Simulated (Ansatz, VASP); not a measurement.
One calculation of Ga, two programs

```
Ga
1.0
     2.83291    0.00000    0.00000
     0.00000    3.34597    0.00000
    -1.36978    0.00000    4.06853
Ga
2
Cartesian
  -0.6737 2.5095 3.1334
  2.1368 0.8365 0.9351
```

Change from the starting cell: volume scaled by 1.06.

Alike in both runs: task single point; functional LDA; k mesh 10 × 8 × 7; occupations fermi-dirac, width 0.05 eV; no spin polarisation.

|  | VASP | Ansatz |
| --- | --- | --- |
| version | VASP 6.6.1 | Ansatz 0.2.0 |
| potentials or method | VASP PAW LDA potentials, release 64 (Ga_d), cutoff 520 eV | all-electron LAPW, scalar-relativistic |

```tsv
	VASP	Ansatz	Ansatz less VASP
gap on the k mesh at the Fermi level (eV)	none	none	-
pressure (GPa)	-5.4	-5.4	-0.05
largest component of the traceless stress (GPa)	0.89	0.89	-0.004
rms of the force components (eV/Å)	0.025	0.025	+0.0002
```

Atom by atom the forces differ by 0.000 eV/Å (rms over components). A gap of «none» marks a metal or a gap that the smearing closes. Ansatz ran all-electron here, so the differences hold the error of VASP's frozen core and of both bases.
